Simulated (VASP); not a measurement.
# SiO2 (Stishovite) (P4_2/mnm) in VASP: settings compared

One crystal, SiO2 (Stishovite), is run at these levels: LDA, PBEsol; tasks: elastic constants, phonons, dielectric tensor.

Everything below comes from runs of VASP 6.6.1. Logs are shortened: lines on timing, memory, paths and dates and some standing lists are left out, and cuts for length are marked.

## (1) The crystal as given

The structure is tetragonal, space group P4_2/mnm (No. 136). The conventional cell has a = 4.154 Å, b = 4.154 Å, c = 2.666 Å, α = 90.00°, β = 90.00°, γ = 90.00°. Around Si (site symmetry mmm) lie 6 O at 1.76 to 1.79 Å. O (site symmetry m2m) is surrounded by 3 Si at 1.76 to 1.79 Å.

## (2) Elastic constants, LDA

Input file POSCAR:

```
SiO2
1.0
    4.1543700938     -0.0000000000      0.0000000000
    0.0000000000      4.1543700938      0.0000000000
    0.0000000000      0.0000000000      2.6659681883
  Si              O
     2     4
Direct
     0.0000000000000000    0.0000000000000000    0.0000000000000000
     0.5000000000000000    0.5000000000000000    0.5000000000000000
     0.3053962239363520    0.3053962239363520    0.0000000000000000
     0.1946037760636481    0.8053962239363520    0.5000000000000000
     0.6946037760636480    0.6946037760636480    0.0000000000000000
     0.8053962239363520    0.1946037760636481    0.5000000000000000
```

Input file INCAR.step1:

```
  PREC = Accurate
  ENCUT = 600
  EDIFF = 1E-8
  ISMEAR = 0
  SIGMA = 0.03
  LREAL = False
  LASPH = True
  NELM = 80
  ALGO = Normal
  ISIF = 3
  LWAVE = False
  LCHARG = False
  KPAR = 2
  IBRION = 2
  NSW = 40
  EDIFFG = -0.002
```

Input file INCAR.step2:

```
  PREC = Accurate
  ENCUT = 600
  EDIFF = 1E-8
  ISMEAR = 0
  SIGMA = 0.03
  LREAL = False
  LASPH = True
  NELM = 80
  ALGO = Normal
  ISIF = 3
  LWAVE = False
  LCHARG = False
  KPAR = 2
  IBRION = 6
  NFREE = 2
  POTIM = 0.015
  NSW = 1
```

Input file KPOINTS:

```
Automatic mesh
0
Gamma
  8 8 10
```

Potentials or basis: VASP PAW LDA potentials, release 64 (Si, O).

Started as:

```sh
$ cat potpaw_LDA.64/Si/POTCAR potpaw_LDA.64/O/POTCAR > POTCAR
$ cp INCAR.step1 INCAR
$ mpirun -np 2 vasp_std > vasp.out
$ cp CONTCAR POSCAR
$ cp INCAR.step2 INCAR
$ mpirun -np 2 vasp_std > vasp.out
```

OUTCAR:

```text
PREC = Accurate
   ENCUT = 600
   EDIFF = 1E-8
   ISMEAR = 0
   LREAL = False
   LASPH = True
   NELM = 80
   ISIF = 3
   IBRION = 6
   NFREE = 2
   POTIM = 0.015
   NSW = 1

 ion  position               nearest neighbor table
   1  0.000  0.000  0.000-   4 1.76   6 1.76   4 1.76   6 1.76   5 1.79   3 1.79
   2  0.500  0.500  0.500-   3 1.76   5 1.76   3 1.76   5 1.76   4 1.79   6 1.79
   3  0.305  0.305  0.000-   2 1.76   2 1.76   1 1.79
   4  0.195  0.805  0.500-   1 1.76   1 1.76   2 1.79
   5  0.695  0.695  0.000-   2 1.76   2 1.76   1 1.79
   6  0.805  0.195  0.500-   1 1.76   1 1.76   2 1.79

  LATTYP: Found a simple tetragonal cell.
 ALAT       =     4.1543700938
 C/A-ratio  =     0.6417262131

  Lattice vectors:

 A1 = (   4.1543700938,   0.0000000000,   0.0000000000)
 A2 = (   0.0000000000,   4.1543700938,   0.0000000000)
 A3 = (   0.0000000000,   0.0000000000,   2.6659681883)

Analysis of symmetry for initial positions (statically):
=====================================================================
 Subroutine PRICEL returns:
 Original cell was already a primitive cell.

 Routine SETGRP: Setting up the symmetry group for a
 simple tetragonal supercell.

 Subroutine GETGRP returns: Found 16 space group operations
 (whereof  8 operations were pure point group operations)
 out of a pool of 16 trial point group operations.

The static configuration has the point symmetry D_2h.
 The point group associated with its full space group is D_4h.

Analysis of symmetry for dynamics (positions and initial velocities):
=====================================================================
 Subroutine PRICEL returns:
 Original cell was already a primitive cell.

 Routine SETGRP: Setting up the symmetry group for a
 simple tetragonal supercell.

 Subroutine GETGRP returns: Found 16 space group operations
 (whereof  8 operations were pure point group operations)
 out of a pool of 16 trial point group operations.

The dynamic configuration has the point symmetry D_2h.
 The point group associated with its full space group is D_4h.

 Subroutine INISYM returns: Found 16 space group operations
 (whereof  8 operations are pure point group operations),
 and found     1 'primitive' translations

----------------------------------------------------------------------------------------

                                     Primitive cell

  volume of cell :      46.0114

  direct lattice vectors                    reciprocal lattice vectors
     4.154370094  0.000000000  0.000000000     0.240710379  0.000000000  0.000000000
     0.000000000  4.154370094  0.000000000     0.000000000  0.240710379  0.000000000
     0.000000000  0.000000000  2.665968188     0.000000000  0.000000000  0.375098249

  length of vectors
     4.154370094  4.154370094  2.665968188     0.240710379  0.240710379  0.375098249

  position of ions in fractional coordinates (direct lattice)
     0.000000000  0.000000000  0.000000000
     0.500000000  0.500000000  0.500000000
     0.305396224  0.305396224  0.000000000
     0.194603776  0.805396224  0.500000000
     0.694603776  0.694603776  0.000000000
     0.805396224  0.194603776  0.500000000

  ion indices of the primitive-cell ions
   primitive index   ion index
[... 132 lines left out ...]

  FORCE on cell =-STRESS in cart. coord.  units (eV):
  Direction    XX          YY          ZZ          XY          YZ          ZX
  --------------------------------------------------------------------------------------
  -------------------------------------------------------------------------------------
  Total       -0.0054458     -0.0054458      0.0000067      0.0000000      0.0000000      0.0000000
  in kB       -0.1896292     -0.1896292      0.0002319      0.0000000      0.0000000      0.0000000
  external PRESSURE =      -0.1263422 kB  Pullay stress =       0.0000000 kB
[... 101 lines left out ...]
  FREE ENERGIE OF THE ION-ELECTRON SYSTEM (eV)
  ---------------------------------------------------
  free  energy   TOTEN  =       -51.9690176315 eV

  energy  without entropy=      -51.9690176315  energy(sigma->0) =      -51.96901763

[... ionic steps 4 to 18 ...]

--------------------------------------- Ionic step       19  -------------------------------------------

 number of electron      31.9999997 magnetization

------------------------ aborting loop because EDIFF is reached ----------------------------------------
[... 75 lines left out ...]
--------------------------------------- Ionic step       21  -------------------------------------------

 number of electron      31.9999997 magnetization

 Free energy of the ion-electron system (eV)
  ---------------------------------------------------
  ext. energy  EPLUGINS =         0.00000000
  ---------------------------------------------------
  free energy    TOTEN  =       -51.98466432 eV

  energy without entropy =      -51.98466432  energy(sigma->0) =      -51.98466432

 E-fermi :   8.3986     XC(G=0): -12.7963

 val. band max:        8.2791654936   @ k =   0.0000   0.0000   0.0000
 cond. band min:      14.0577325972   @ k =   0.0000   0.0000   0.0000
 fundamental gap:      5.7785671036
 Fermi energy:         8.3986164627

 k-point     1 :       0.0000    0.0000    0.0000
  band No.  band energies     occupation
      1     -14.2644      2.00000
      2     -10.4530      2.00000
      3     -10.4528      2.00000
      4     -10.1715      2.00000
      5      -2.7536      2.00000
      6       1.6930      2.00000
[... 541 lines left out ...]
     19      17.8444      0.00000
     20      17.8553      0.00000

 [... further k-points ...]

------------------------ aborting loop because EDIFF is reached ----------------------------------------

  FORCE on cell =-STRESS in cart. coord.  units (eV):
  Direction    XX          YY          ZZ          XY          YZ          ZX
  --------------------------------------------------------------------------------------
  -------------------------------------------------------------------------------------
  Total        0.0004931      0.0004931      0.0038600      0.0038486     -0.0479940     -0.0479940
  in kB        0.0171711      0.0171711      0.1344093      0.1340117     -1.6712132     -1.6712132
  external PRESSURE =       0.0562505 kB  Pullay stress =       0.0000000 kB
[... 21 lines left out ...]
  FREE ENERGIE OF THE ION-ELECTRON SYSTEM (eV)
  ---------------------------------------------------
  free  energy   TOTEN  =       -51.9846643151 eV

  energy  without entropy=      -51.9846643151  energy(sigma->0) =      -51.98466432

 INTERNAL STRAIN TENSORS FROM STRAINED CELLS
 ============================================

 INTERNAL STRAIN TENSOR FOR ION    1 for displacements in x,y,z  (eV/Angst):
          X           Y           Z          XY          YZ          ZX
  --------------------------------------------------------------------------------
  x     0.00000     0.00000     0.00000     0.00000    -0.00000     0.00000
  y     0.00000     0.00000     0.00000     0.00000    -0.00000     0.00000
  z     0.00000     0.00000    -0.00000    -0.00000     0.00000     0.00000

 INTERNAL STRAIN TENSORS FROM DISPLACED ATOMS
 ============================================

 INTERNAL STRAIN TENSOR FOR ION    1 for displacements in x,y,z  (eV/Angst):
          X           Y           Z          XY          YZ          ZX
  --------------------------------------------------------------------------------
  x     0.00000     0.00000     0.00000     0.00000     0.00000     0.00000
  y     0.00000     0.00000     0.00000     0.00000     0.00000     0.00000
  z     0.00000     0.00000     0.00000     0.00000     0.00000     0.00000

 INTERNAL STRAIN TENSOR FOR ION    6 for displacements in x,y,z  (eV/Angst):
          X           Y           Z          XY          YZ          ZX
  --------------------------------------------------------------------------------
  x     8.75436     3.88187     0.90146    -1.51457     0.00000     0.00000
  y    -3.88187    -8.75436    -0.90146     1.51457     0.00000     0.00000
  z     0.00000     0.00000     0.00000     0.00000    -3.19606     3.19606

 Eigenvectors and eigenvalues of the dynamical matrix
 ----------------------------------------------------

   1 f  =   28.409008 THz   178.499060 2PiTHz  947.622495 cm-1   117.490162 meV
             X         Y         Z           dx          dy          dz
      0.000000  0.000000  0.000000    -0.000000    0.000000   -0.000000
      2.077185  2.077185  1.332984    -0.000000   -0.000000   -0.000000
      1.268729  1.268729  0.000000    -0.353553   -0.353553    0.000000
      0.808456  3.345914  1.332984    -0.353553    0.353553    0.000000
      2.885641  2.885641  0.000000     0.353553    0.353553   -0.000000
      3.345914  0.808456  1.332984     0.353553   -0.353553   -0.000000
[... 145 lines left out ...]
  18 f/i=    0.001619 THz     0.010174 2PiTHz    0.054013 cm-1     0.006697 meV
             X         Y         Z           dx          dy          dz
      0.000000  0.000000  0.000000     0.000000    0.000000    0.483394
      2.077185  2.077185  1.332984     0.000000    0.000000    0.483394
      1.268729  1.268729  0.000000     0.000000    0.000000    0.364918
      0.808456  3.345914  1.332984     0.000000    0.000000    0.364918
      2.885641  2.885641  0.000000     0.000000    0.000000    0.364918
      3.345914  0.808456  1.332984     0.000000    0.000000    0.364918

--------------------------------------------------------------------------------------------------------

 ELASTIC MODULI CONTR FROM IONIC RELAXATION (kBar)
 Direction    XX          YY          ZZ          XY          YZ          ZX
 --------------------------------------------------------------------------------
 XX        -915.7264    252.6698    -47.3021     -0.0000      0.0000      0.0000
 YY         252.6698   -915.7264    -47.3021      0.0000     -0.0000     -0.0000
 ZZ         -47.3021    -47.3021     -6.7490      0.0000     -0.0000     -0.0000
 XY          -0.0000      0.0000      0.0000    -12.0944     -0.0000     -0.0000
 YZ           0.0000     -0.0000     -0.0000     -0.0000    -70.4321     -0.0000
 ZX           0.0000     -0.0000     -0.0000     -0.0000      0.0000    -70.4320
 --------------------------------------------------------------------------------

 TOTAL ELASTIC MODULI (kBar)
 Direction    XX          YY          ZZ          XY          YZ          ZX
 --------------------------------------------------------------------------------
 XX        4541.6278   2253.2002   1916.5810     -0.0000      0.0000      0.0000
 YY        2253.2002   4541.6278   1916.5810      0.0000     -0.0000     -0.0000
 ZZ        1916.5810   1916.5810   7466.1889     -0.0000     -0.0000     -0.0000
 XY          -0.0000      0.0000      0.0000   3271.0632     -0.0000     -0.0000
 YZ           0.0000     -0.0000     -0.0000     -0.0000   2549.7779     -0.0000
 ZX           0.0000     -0.0000     -0.0000     -0.0000      0.0000   2549.7779
 --------------------------------------------------------------------------------
```

It took 7.1 min on 2 MPI ranks of Intel Xeon 6975P-C (Granite Rapids), shared host; peak memory 0.42 GiB.

What came out:

```
Voigt bulk modulus                                      : 319 GPa
Highest phonon frequency at Γ, LO-TO splitting left out : 948 cm⁻¹
```

Phonon frequencies in cm⁻¹ (negative: imaginary):
```
              q point                                                        frequencies
(0.000, 0.000, 0.000)  0 0 0 219 385 469 469 586 586 592 592 592 660 755 762 823 823 948
```

Elastic tensor in Voigt notation (GPa, in the Cartesian axes of the cell as first typed):
```
454 225 192   0   0   0
225 454 192   0   0   0
192 192 747   0   0   0
  0   0   0 255   0   0
  0   0   0   0 255   0
  0   0   0   0   0 327
```

Clamped-ion elastic tensor (GPa):
```
546 200 196   0   0   0
200 546 196   0   0   0
196 196 747   0   0   0
  0   0   0 262   0   0
  0   0   0   0 262   0
  0   0   0   0   0 328
```

(Part 1 of 2 ends here.)
